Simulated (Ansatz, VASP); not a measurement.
# WS2: VASP beside Ansatz

File INCAR:

```
PREC     = Accurate       # precision mode
ENCUT    = 520            # plane-wave cutoff, eV
EDIFF    = 1E-6           # SCF threshold, eV
ISMEAR   = 0              # smearing method
SIGMA    = 0.05           # smearing width, eV
LREAL    = F              # projectors in reciprocal space
LASPH    = T              # aspherical terms in the spheres
NELM     = 100            # most SCF steps
ALGO     = Normal         # electronic algorithm
ISIF     = 2              # what is computed and relaxed
LWAVE    = F              # write WAVECAR
LCHARG   = T              # write CHGCAR
GGA      = PE             # functional
IVDW     = 12             # dispersion correction
LELF     = T              # ELF
LVHAR    = T            
NBANDS   = 20             # bands
```

The input KPOINTS:

```
regular mesh
0
Gamma
  12 12 2
```

Contents of POSCAR:

```
WS2
1.0
    3.2271315881      0.0000000000      0.0000000000
   -1.6135657940      2.7947779366      0.0000000000
    0.0000000000      0.0000000000     16.4954941870
W S
1 2
Direct
    0.3333333333      0.6666666667      0.0000000000
    0.6666666667      0.3333333333      0.9079994900
    0.6666666667      0.3333333333      0.0920005100
```

Input for Ansatz:

```yaml
crystal:
  lattice:
    - [3.2271315881, 0.0, 0.0]
    - [-1.613565794, 2.7947779366, 0.0]
    - [0.0, 0.0, 16.495494187]
  atoms:
    - { symbol: W, position: [0.3333333333, 0.6666666667, 0.0] }
    - { symbol: S, position: [0.6666666667, 0.3333333333, 0.90799949] }
    - { symbol: S, position: [0.6666666667, 0.3333333333, 0.09200051] }
basis:
  ecutwfc: 420
kpoints:
  mp_grid: { grid: [12, 12, 2] }
hamiltonian:
  xc: pbe
  dispersion: d3bj
scf:
  occupations: { method: gaussian, width: 0.05 }
output:
  forces: true
  stress: true
  eigenvalues: true
```

Alike in both runs: task single point; functional PBE; dispersion D3(BJ); k mesh 12 × 12 × 2; occupations gaussian, width 0.05 eV; no spin polarisation.

|  | VASP | Ansatz |
| --- | --- | --- |
| version | VASP 6.6.1 | Ansatz 0.2.0 |
| potentials or method | VASP PAW PBE potentials, release 64 (W_sv, S) | scalar-relativistic, plane waves, PAW |
| plane-wave cutoff (eV) | 520 | 420 |
| valence electrons in the cell | 26 | 26 |

Ansatz gave:

```
gap on the k mesh at the Fermi level (eV) : 1.24
least direct gap on the mesh (eV)         : 1.56
rms of the force components (eV/Å)        : 0.337
```

Question: Estimate VASP's values.

Answer: gap on the k mesh at the Fermi level (eV): 1.25; least direct gap on the mesh (eV): 1.56; rms of the force components (eV/Å): 0.338.

Atom by atom the forces differ by 0.001 eV/Å (rms over components).

Caveats: spin-orbit coupling is left out, which moves the levels of the heavy elements. As with any semilocal functional, this PBE gap is likely too small.
